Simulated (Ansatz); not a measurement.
A run of Ansatz 0.2.0 is set up as follows.

The input input.yaml:

```yaml
crystal:
  lattice:
    - [0.0, 2.47502, 2.47502]
    - [2.47502, 0.0, 2.47502]
    - [2.47502, 2.47502, 0.0]
  atoms:
    - { symbol: Pb, position: [0.0, 0.0, 0.0] }
kpoints:
  mp_grid: { grid: [9, 9, 9] }
  band_path:
    path:
      - [0.0, 0.0, 0.0]
      - [0.5, 0.0, 0.5]
      - [0.5, 0.25, 0.75]
      - [0.375, 0.375, 0.75]
      - [0.0, 0.0, 0.0]
      - [0.5, 0.5, 0.5]
      - [0.625, 0.25, 0.625]
      - [0.5, 0.25, 0.75]
    npoints: 10
scf:
  occupations: { method: fermi_dirac, width: 0.05 }
hamiltonian:
  xc: pbesol
  pseudopotentials: { kind: all_electron, lapw: { basis_error: 0.001 } }
output:
  forces: true
  stress: true
  eigenvalues: true
```

Potentials or basis: all-electron LAPW, scalar-relativistic.

Launch:

```bash
$ ansatz run input.yaml --threads 1 --pin off --max-ram 3072MiB --backend cpu --events-out ev --progress --plain --runs-dir out
```

**Question.** Predict the pressure.

**Answer.** -0.6 GPa.

**Question.** Predict the band gap along the path.

**Answer.** None (metal or under the smearing width).

Levels at the corners of the path, in eV from the Fermi level:
| point | band 15 | band 16 | band 17 | band 18 | band 19 | band 20 | band 21 | band 22 |
| --- | --- | --- | --- | --- | --- | --- | --- | --- |
| Γ | -16.71 | -16.71 | -11.61 | 7.57 | 7.57 | 7.57 | 9.89 | 11.48 |
| X | -16.54 | -16.54 | -6.56 | -3.13 | 2.19 | 2.19 | 5.51 | 6.79 |
| W | -16.67 | -16.54 | -6.45 | -1.23 | -1.23 | 0.40 | 11.00 | 12.30 |
| K | -16.65 | -16.59 | -6.64 | -2.14 | -1.09 | 3.12 | 6.61 | 11.49 |
| Γ | -16.71 | -16.71 | -11.61 | 7.57 | 7.57 | 7.57 | 9.89 | 11.48 |
| L | -16.58 | -16.58 | -7.97 | -4.07 | 5.73 | 5.73 | 9.36 | 9.62 |
| U | -16.65 | -16.59 | -6.64 | -2.14 | -1.09 | 3.12 | 6.61 | 11.49 |
| W | -16.67 | -16.54 | -6.45 | -1.23 | -1.23 | 0.40 | 11.00 | 12.30 |

Caveat: spin-orbit coupling is left out, which moves the levels of the heavy elements.
